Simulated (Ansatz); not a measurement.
Theory: DFT PBE, scalar-relativistic, plane waves, PAW (Ansatz 0.2.0). Settings: cutoff 420 eV, Γ-centred meshes spaced at most about 0.3 Å⁻¹, and about 0.25 Å⁻¹ or finer for metals (2π included), Gaussian smearing. No spin polarisation.

All energies are static (0 K, no zero-point motion).

Question: Which of these relaxed structures of Ga₂As₃ is the lowest in energy?
A.

Space group R-3c:H (No. 167). a = 6.151 Å, b = 6.151 Å, c = 21.330 Å, α = 90.00°, β = 90.00°, γ = 120.00°
```csv
atom,site,symmetry,x,y,z
Ga,12c,3.,0.6667,0.3333,0.1878
As,18e,.2,0.5910,0.6667,0.4167
```

B.

Space group P3m1 (No. 156). a = 4.031 Å, b = 4.031 Å, c = 16.613 Å, α = 90.00°, β = 90.00°, γ = 120.00°
| atom | site | symmetry | x | y | z |
| --- | --- | --- | --- | --- | --- |
| Ga | 1a | 3m. | 0.0000 | 0.0000 | 0.4478 |
| Ga | 1b | 3m. | 0.3333 | 0.6667 | 0.6483 |
| Ga | 1b | 3m. | 0.3333 | 0.6667 | 0.0469 |
| Ga | 1c | 3m. | 0.6667 | 0.3333 | 0.2471 |
| As | 1c | 3m. | 0.6667 | 0.3333 | 0.3976 |
| As | 1a | 3m. | 0.0000 | 0.0000 | 0.5984 |
| As | 1b | 3m. | 0.3333 | 0.6667 | 0.7990 |
| As | 1a | 3m. | 0.0000 | 0.0000 | 0.9902 |
| As | 1b | 3m. | 0.3333 | 0.6667 | 0.1971 |
| As | 1c | 3m. | 0.6667 | 0.3333 | 0.8686 |

Answer: B. The other, A, lies 0.39 eV/atom higher. Forms: B P3m1; A corundum type, R-3c. Counting As atoms around Ga (those within 1.25 times the shortest such distance or 1.15 times the sum of covalent radii, 1.27 where that leaves under three): B has Ga 4; A has Ga 6. B holds As–As nets (shortest 2.60 Å); in A the shortest As–As distance is 2.75 Å, near bonding range too. Both come from invented guesses.

No dispersion correction is applied, so the spacing and binding between layers, chains or molecules are poorly described (P3m1), and this can change margins and order among such cells. Cells relaxed within their symmetry can be saddle points. Some types were kept out of the candidates beforehand, so the set may lack a known form.
